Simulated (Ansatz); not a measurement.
Here is an Ansatz 0.2.0 calculation.

Contents of input.yaml:

```yaml
crystal:
  lattice:
    - [2.0715, 1.1959810826, 9.5453333333]
    - [-2.0715, 1.1959810826, 9.5453333333]
    - [0.0, -2.3919621653, 9.5453333333]
  atoms:
    - { symbol: Bi, position: [0.5992, 0.5992, 0.5992] }
    - { symbol: Bi, position: [0.4008, 0.4008, 0.4008] }
    - { symbol: Se, position: [0.7883, 0.7883, 0.7883] }
    - { symbol: Se, position: [0.2117, 0.2117, 0.2117] }
    - { symbol: Se, position: [0.0, 0.0, 0.0] }
hamiltonian:
  xc: pbe
  pseudopotentials: { kind: paw }
kpoints:
  mp_grid: { grid: [8, 8, 8] }
scf:
  occupations: { method: fermi_dirac, width: 0.05 }
output:
  forces: true
  stress: true
  eigenvalues: true
relax:
  f_tol: 0.01
  max_steps: 40
  cell: { stress_tol: 0.05 }
```

Potentials or basis: Ansatz PAW.

Launch:

```sh
$ ansatz run input.yaml --threads 2 --pin off --max-ram 5632MiB --backend cpu --events-out ev --progress --plain --runs-dir out
```

Problem. Predict the band gap on the k mesh.

Solution. 0.69 eV, direct.

Problem. What does it give for the space group after relaxing (to 0.05 Å)?

Solution. R-3m (No. 166).

Problem. Estimate the relaxed cell.

Solution. a = 10.674 Å, b = 10.674 Å, c = 10.674 Å, α = 22.64°, β = 22.64°, γ = 22.64°.

Final structure:
```cif
data_structure
_symmetry_space_group_name_H-M 'P 1'
_symmetry_Int_Tables_number 1
_cell_length_a 10.6743
_cell_length_b 10.6743
_cell_length_c 10.6743
_cell_angle_alpha 22.641
_cell_angle_beta 22.641
_cell_angle_gamma 22.641
_cell_volume 158.11
loop_
_atom_site_label
_atom_site_type_symbol
_atom_site_fract_x
_atom_site_fract_y
_atom_site_fract_z
_atom_site_occupancy
Bi1 Bi 0.60415 0.60415 0.60415 1
Bi2 Bi 0.39585 0.39585 0.39585 1
Se1 Se 0.77928 0.77928 0.77928 1
Se2 Se 0.22072 0.22072 0.22072 1
Se3 Se 0.00000 0.00000 0.00000 1
```

Caveat: the plane-wave basis is chosen anew once the cell has moved, so the energies of steps on either side of that aren't comparable; spin-orbit coupling is left out, which as a rule narrows the gap of such compounds by several tenths of an eV. Zero-point motion and thermal expansion aren't in these numbers.
